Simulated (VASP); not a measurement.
# KTaO3 (Pm-3m) in VASP: settings compared, part 3 of 3

VASP 6.6.1. Earlier steps stand in the parts before.

### 5 Electric field gradients, HSE06

Contents of POSCAR:

```
KTaO3                                   
1.0
    3.9883000000      0.0000000000      0.0000000000
    0.0000000000      3.9883000000      0.0000000000
    0.0000000000      0.0000000000      3.9883000000
  K               Ta              O             
     1     1     3
Direct
     0.5000000000000000    0.5000000000000000    0.5000000000000000
     0.0000000000000000    0.0000000000000000    0.0000000000000000
     0.5000000000000000    0.0000000000000000    0.0000000000000000
     0.0000000000000000    0.5000000000000000    0.0000000000000000
     0.0000000000000000    0.0000000000000000    0.5000000000000000
```

Contents of INCAR.step1:

```
SYSTEM = KTaO3
  PREC = Accurate
  ENCUT = 520
  ISMEAR = -1
  SIGMA = 0.02
  LREAL = .FALSE.
  LASPH = .TRUE.
  NELM = 80
  ALGO = Normal
  ISIF = 2
  LWAVE = .TRUE.
  LCHARG = .FALSE.
  GGA = PE
  EDIFF = 1E-5
```

Contents of INCAR.step2:

```
SYSTEM = KTaO3
  PREC = Accurate
  ENCUT = 520
  EDIFF = 1E-7
  ISMEAR = -1
  SIGMA = 0.02
  LREAL = .FALSE.
  LASPH = .TRUE.
  NELM = 80
  ALGO = Normal
  ISIF = 2
  LWAVE = .FALSE.
  LCHARG = .FALSE.
  GGA = PE
  LHFCALC = .TRUE.
  HFSCREEN = 0.2
  PRECFOCK = Normal
  LEFG = .TRUE.
  ISTART = 1
```

Contents of KPOINTS:

```
regular mesh
0
G
  4 4 4
  0 0 0
```

Potentials or basis: VASP PAW PBE potentials, release 64 (K_sv, Ta_pv, O).

Started as:

```console
$ cat potpaw_PBE.64/K_sv/POTCAR potpaw_PBE.64/Ta_pv/POTCAR potpaw_PBE.64/O/POTCAR > POTCAR
$ cp INCAR.step1 INCAR
$ mpirun -np 1 vasp_std > vasp.out
$ cp INCAR.step2 INCAR
$ mpirun -np 1 vasp_std > vasp.out
```

OUTCAR:

```text
SYSTEM = KTaO3
   PREC = Accurate
   ENCUT = 520
   EDIFF = 1E-7
   ISMEAR = -1
   LREAL = .FALSE.
   LASPH = .TRUE.
   NELM = 80
   ISIF = 2
   GGA = PE
   LHFCALC = .TRUE.
   HFSCREEN = 0.2
   PRECFOCK = Normal
   ISTART = 1

 ion  position               nearest neighbor table
   1  0.500  0.500  0.500-   3 2.82   4 2.82   5 2.82   3 2.82   4 2.82   3 2.82   5 2.82   3 2.82
                             4 2.82   5 2.82   4 2.82   5 2.82   2 3.45   2 3.45   2 3.45   2 3.45
   2  0.000  0.000  0.000-   3 1.99   4 1.99   5 1.99   5 1.99   4 1.99   3 1.99   1 3.45   1 3.45
                             1 3.45   1 3.45   1 3.45   1 3.45   1 3.45   1 3.45
   3  0.500  0.000  0.000-   2 1.99   2 1.99   1 2.82   1 2.82   1 2.82   1 2.82
   4  0.000  0.500  0.000-   2 1.99   2 1.99   1 2.82   1 2.82   1 2.82   1 2.82
   5  0.000  0.000  0.500-   2 1.99   2 1.99   1 2.82   1 2.82   1 2.82   1 2.82

  LATTYP: Found a simple cubic cell.
 ALAT       =     3.9883000000

  Lattice vectors:

 A1 = (   3.9883000000,   0.0000000000,   0.0000000000)
 A2 = (   0.0000000000,   3.9883000000,   0.0000000000)
 A3 = (   0.0000000000,   0.0000000000,   3.9883000000)

Analysis of symmetry for initial positions (statically):
=====================================================================
 Subroutine PRICEL returns:
 Original cell was already a primitive cell.

 Routine SETGRP: Setting up the symmetry group for a
 simple cubic supercell.

 Subroutine GETGRP returns: Found 48 space group operations
 (whereof 48 operations were pure point group operations)
 out of a pool of 48 trial point group operations.

The static configuration has the point symmetry O_h .

Analysis of symmetry for dynamics (positions and initial velocities):
=====================================================================
 Subroutine PRICEL returns:
 Original cell was already a primitive cell.

 Routine SETGRP: Setting up the symmetry group for a
 simple cubic supercell.

 Subroutine GETGRP returns: Found 48 space group operations
 (whereof 48 operations were pure point group operations)
 out of a pool of 48 trial point group operations.

The dynamic configuration has the point symmetry O_h .

 Subroutine INISYM returns: Found 48 space group operations
 (whereof 48 operations are pure point group operations),
 and found     1 'primitive' translations

----------------------------------------------------------------------------------------

                                     Primitive cell

  volume of cell :      63.4400

  direct lattice vectors                    reciprocal lattice vectors
     3.988300000  0.000000000  0.000000000     0.250733395  0.000000000  0.000000000
     0.000000000  3.988300000  0.000000000     0.000000000  0.250733395  0.000000000
     0.000000000  0.000000000  3.988300000     0.000000000  0.000000000  0.250733395

  length of vectors
     3.988300000  3.988300000  3.988300000     0.250733395  0.250733395  0.250733395

  position of ions in fractional coordinates (direct lattice)
     0.500000000  0.500000000  0.500000000
     0.000000000  0.000000000  0.000000000
[... 97 lines left out ...]
   NKREDX  =     1    reduce k-point grid by
   NKREDY  =     1    reduce k-point grid by
   NKREDZ  =     1    reduce k-point grid by
   AEXX    =    0.2500 exact exchange contribution
   HFSCREEN=    0.2000 screening length (either q_TF or 0.3 A-1)
   HFSCREENC=   0.2000 screening length for correlation (either q_TF or 0.3 A-1)
   ENCUTFOCK=  -1.0 apply spherical cutoff to Coloumb kernel
   IVDW    =     0    specifies the selected vdW correction
   LEPSILON=     F    determine dielectric tensor
   LRPA    =     F    only Hartree local field effects (RPA)
 non-spin polarized calculation
  energy-cutoff  :      520.00
  volume of cell :       63.44
 maximum number of plane-waves:      1743
 NGX is ok and might be reduce to    30
  NGX = 24; NGY = 24; NGZ = 24

 number of electron      37.9999976 magnetization

 Free energy of the ion-electron system (eV)
  ---------------------------------------------------
  ext. energy  EPLUGINS =         0.00000000
  ---------------------------------------------------
  free energy    TOTEN  =       -49.46583176 eV

  energy without entropy =      -49.46583176  energy(sigma->0) =      -49.46583176

 E-fermi :   1.2348     XC(G=0):  -8.9201

 val. band max:        0.6897570472   @ k =   0.5000   0.5000   0.5000
 cond. band min:       4.1953030047   @ k =   0.0000   0.0000   0.0000
 fundamental gap:      3.5055459576
 Fermi energy:         1.2347641336

 k-point     1 :       0.0000    0.0000    0.0000
  band No.  band energies     occupation
      1     -35.3944      2.00000
      2     -35.3943      2.00000
      3     -35.3943      2.00000
      4     -28.5529      2.00000
      5     -18.5167      2.00000
      6     -17.7774      2.00000
[... 249 lines left out ...]
     22       8.8986      0.00000
     23      11.4534      0.00000

------------------------ aborting loop because EDIFF is reached ----------------------------------------

  FORCE on cell =-STRESS in cart. coord.  units (eV):
  Direction    XX          YY          ZZ          XY          YZ          ZX
  --------------------------------------------------------------------------------------
  -------------------------------------------------------------------------------------
  Total       -0.0056332     -0.0056332     -0.0056332     -0.0000000      0.0000000     -0.0000000
  in kB       -0.1422665     -0.1422665     -0.1422665     -0.0000000      0.0000000     -0.0000000
  external PRESSURE =      -0.1422665 kB  Pullay stress =       0.0000000 kB

 VOLUME and BASIS-vectors are now :
 -----------------------------------------------------------------------------
  energy-cutoff  :      520.00
  volume of cell :       63.44
      direct lattice vectors                 reciprocal lattice vectors
     3.988300000  0.000000000  0.000000000     0.250733395  0.000000000  0.000000000
     0.000000000  3.988300000  0.000000000     0.000000000  0.250733395  0.000000000
     0.000000000  0.000000000  3.988300000     0.000000000  0.000000000  0.250733395

 POSITION                                       TOTAL-FORCE (eV/Angst)
 -----------------------------------------------------------------------------------
      1.99415      1.99415      1.99415         0.000000      0.000000      0.000000
      0.00000      0.00000      0.00000         0.000000      0.000000      0.000000
      1.99415      0.00000      0.00000         0.000000      0.000000      0.000000
      0.00000      1.99415      0.00000         0.000000      0.000000      0.000000
      0.00000      0.00000      1.99415         0.000000      0.000000      0.000000
 -----------------------------------------------------------------------------------
    total drift:                               -0.000000     -0.000001     -0.000001

  FREE ENERGIE OF THE ION-ELECTRON SYSTEM (eV)
  ---------------------------------------------------
  free  energy   TOTEN  =       -49.4658317616 eV

  energy  without entropy=      -49.4658317616  energy(sigma->0) =      -49.46583176

 Electric field gradients (V/A^2)
---------------------------------------------------------------------
 ion       V_xx      V_yy      V_zz      V_xy      V_xz      V_yz
---------------------------------------------------------------------
   1       0.000     0.000    -0.000    -0.000    -0.000    -0.000
   2       0.000     0.000    -0.000     0.000     0.000     0.000
   3      25.786   -12.893   -12.893     0.000    -0.000     0.000
   4     -12.893    25.786   -12.893    -0.000     0.000     0.000
   5     -12.893   -12.893    25.786     0.000     0.000     0.000
---------------------------------------------------------------------

 Electric field gradients after diagonalization (V/A^2)
 (convention: |V_zz| > |V_xx| > |V_yy|)
----------------------------------------------------------------------
 ion       V_xx      V_yy      V_zz     asymmetry (V_yy - V_xx)/ V_zz
----------------------------------------------------------------------
   1       0.000     0.000    -0.000       0.514
   2      -0.000    -0.000     0.000       0.384
   3     -12.893   -12.893    25.786       0.000
   4     -12.893   -12.893    25.786       0.000
   5     -12.893   -12.893    25.786       0.000
----------------------------------------------------------------------

           NMR quadrupolar parameters

 Cq : quadrupolar parameter    Cq=e*Q*V_zz/h
 eta: asymmetry parameters     (V_yy - V_xx)/ V_zz
 Q  : nuclear electric quadrupole moment in mb (millibarn)
----------------------------------------------------------------------
 ion       Cq(MHz)       eta       Q (mb)
----------------------------------------------------------------------
   1      -0.000       0.514       1.000
   2       0.000       0.384       1.000
   3       0.062       0.000       1.000
   4       0.062       0.000       1.000
   5       0.062       0.000       1.000
----------------------------------------------------------------------
```

Run time: 26 min. Hardware: 1 thread of Intel Xeon Platinum 8488C (Sapphire Rapids), shared host; peak memory 0.29 GiB.

Results:

| Quantity | Value |
| --- | --- |
| Free energy | -49.4658 eV |
| Pressure | 0.0 GPa |
| Band gap on the k mesh | 3.51 eV, indirect (least direct gap 4.16 eV) |

Levels at points of the mesh, in eV from the valence-band top:
```
           k point  band 15  band 16  band 17  band 18  band 19  band 20  band 21  band 22  band 23
(0.00, 0.00, 0.00)    -1.13    -1.13    -0.65    -0.65    -0.65     3.51     3.51     3.51     8.31
(0.50, 0.00, 0.00)    -2.54    -2.29    -1.60    -0.90    -0.90     3.67     6.57     6.57     8.28
(0.50, 0.50, 0.00)    -2.99    -1.83    -1.55    -1.55    -0.04     6.61     6.61     8.06     9.27
(0.50, 0.50, 0.50)    -4.21    -4.21     0.00     0.00     0.00     8.21     8.21     8.21    10.76
```

Electric field gradients, principal values (V/Å²):
| atom | Vxx | Vyy | Vzz |
| --- | --- | --- | --- |
| 1 K | 0.000 | 0.000 | 0.000 |
| 2 Ta | 0.000 | 0.000 | 0.000 |
| 3 O | -12.893 | -12.893 | 25.786 |
| 4 O | -12.893 | -12.893 | 25.786 |
| 5 O | -12.893 | -12.893 | 25.786 |

Caveat: the PAW data sets were made with another functional, which shifts forces and pressure a little; spin-orbit coupling is left out, which moves the levels of the heavy elements.

### 6 Overview

```csv
level,potentials or basis,k mesh,cutoff (eV),further INCAR settings,grid for exact exchange (PRECFOCK),screening parameter,gap on the mesh (eV),pressure (GPa)
LDA,"VASP PAW LDA potentials, release 64 (K_sv, Ta_pv, O)",6 × 6 × 6,520,ALGO = Fast; EDIFF = 1e-07,-,-,2.02,-4.4
PBEsol,"VASP PAW PBE potentials, release 64 (K_sv, Ta_pv, O)",6 × 6 × 6,600,ALGO = Fast; EDIFF = 1e-07,-,-,2.09,0.1
r2SCAN,"VASP PAW PBE potentials, release 64 (K_sv, Ta_pv, O)",6 × 6 × 6,520,ALGO = Normal; EDIFF = 1e-07,-,-,2.60,1.2
HSE06,"VASP PAW PBE potentials, release 64 (K_sv, Ta_pv, O)",4 × 4 × 4,520,ALGO = Normal; EDIFF = 1e-07,Normal,0.2 1/A,3.51,0.0
```

Alike in all rows: task electric field gradients; no spin polarisation; cell as given; smearing fermi-dirac 0.02 eV.

Caveats: spin-orbit coupling is left out, which moves the levels of the heavy elements; the PAW data sets were made with another functional, which shifts forces and pressure a little (some runs).

Total energies depend on the potentials used, so only differences within one code and one set of settings carry meaning.
